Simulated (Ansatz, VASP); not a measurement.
## Two plane-wave programs on Si

Contents of INCAR:

```
ALGO     = Fast           # electronic algorithm
EDIFF    = 1E-6           # SCF threshold, eV
EDIFFG   = -0.005         # ionic threshold
ENCUT    = 600            # plane-wave cutoff, eV
GGA      = PS             # functional
IBRION   = 2              # ionic algorithm
ISIF     = 3              # what is computed and relaxed
ISMEAR   = 0              # smearing method
LASPH    = True           # aspherical terms in the spheres
LCHARG   = False          # write CHGCAR
LREAL    = False          # projectors in reciprocal space
LWAVE    = False          # write WAVECAR
NELM     = 100            # most SCF steps
NSW      = 100            # ionic steps
PREC     = Accurate       # precision mode
SIGMA    = 0.02           # smearing width, eV
```

Contents of KPOINTS:

```
k-points
0
Gamma
  12 12 12
```

Contents of POSCAR:

```
Si
1.0
    0.0000000000      2.7169170501      2.7169170501
    2.7169170501      0.0000000000      2.7169170501
    2.7169170501      2.7169170501      0.0000000000
Si
2
Direct
    0.2500000000      0.2500000000      0.2500000000
    0.0000000000      0.0000000000      0.0000000000
```

Input for Ansatz:

```yaml
crystal:
  lattice:
    - [0.0, 2.7169170501, 2.7169170501]
    - [2.7169170501, 0.0, 2.7169170501]
    - [2.7169170501, 2.7169170501, 0.0]
  atoms:
    - { symbol: Si, position: [0.25, 0.25, 0.25] }
    - { symbol: Si, position: [0.0, 0.0, 0.0] }
basis:
  ecutwfc: 420
kpoints:
  mp_grid: { grid: [12, 12, 12] }
hamiltonian:
  xc: pbesol
scf:
  occupations: { method: gaussian, width: 0.02 }
output:
  forces: true
  stress: true
  eigenvalues: true
relax:
  adjacent_minimum: "off"
  f_tol: 0.005
  max_steps: 80
  cell: { stress_tol: 0.05 }
```

Alike in both runs: task relaxation of cell and atoms; functional PBEsol; k mesh 12 × 12 × 12; occupations gaussian, width 0.02 eV; no spin polarisation.

|  | VASP | Ansatz |
| --- | --- | --- |
| version | VASP 6.6.1 | Ansatz 0.2.0 |
| potentials or method | VASP PAW PBE potentials, release 64 (Si) | scalar-relativistic, plane waves, PAW |
| plane-wave cutoff (eV) | 600 | 420 |
| valence electrons in the cell | 8 | 8 |

```tsv
	VASP	Ansatz	Ansatz less VASP
gap on the k mesh at the Fermi level, each at its own relaxed structure (eV)	0.46	0.46	+0.003
relaxed volume (Å³/atom)	20.08	20.06	-0.020
relaxed cell length with the largest relative difference (Å)	3.844	3.842	-0.0013
```

Caveats: the PAW data sets were made with another functional, which shifts forces and pressure a little (VASP). A k mesh can miss the band edges. PBEsol gaps usually lie below the measured ones, often by a third to a half.
